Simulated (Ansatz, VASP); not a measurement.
**AlN in VASP and in Ansatz**

```
Al N
1.0
     5.05710    0.00000    0.00000
     0.00000    5.05710    0.00000
     0.00000    0.00000    3.03516
Al N
4 4
Direct
  0.68050 0.68050 0.00000
  0.18050 0.81950 0.50000
  0.81950 0.18050 0.50000
  0.31950 0.31950 0.00000
  0.81950 0.81950 0.50000
  0.18050 0.18050 0.50000
  0.68050 0.31950 0.00000
  0.31950 0.68050 0.00000
```

Alike in both runs: task single point; functional PBE; k mesh 4 × 4 × 6; occupations gaussian, width 0.1 eV; no spin polarisation.

```csv
,VASP,Ansatz
version,VASP 6.6.1,Ansatz 0.2.0
potentials or method,"VASP PAW PBE potentials, release 64 (Al, N)","scalar-relativistic, plane waves, PAW"
plane-wave cutoff (eV),520,420
valence electrons in the cell,32,32
```

Ansatz gave:

| Item | Value |
| --- | --- |
| gap on the k mesh at the Fermi level (eV) | 4.50 |
| least direct gap on the mesh (eV) | 4.50 |
| rms of the force components (eV/Å) | 0.579 |

Q: Which values does VASP return?

A: gap on the k mesh at the Fermi level (eV): 4.51; least direct gap on the mesh (eV): 4.51; rms of the force components (eV/Å): 0.583.

Atom by atom the forces differ by 0.004 eV/Å (rms over components). The functional is the same, so the differences come from potentials, cutoffs and numerics.

Caveats: forces of over 1 eV/Å show positions far from the minimum, so gaps and moduli don't describe the material at rest. A hybrid or GW would open this gap; PBE tends to underestimate it.
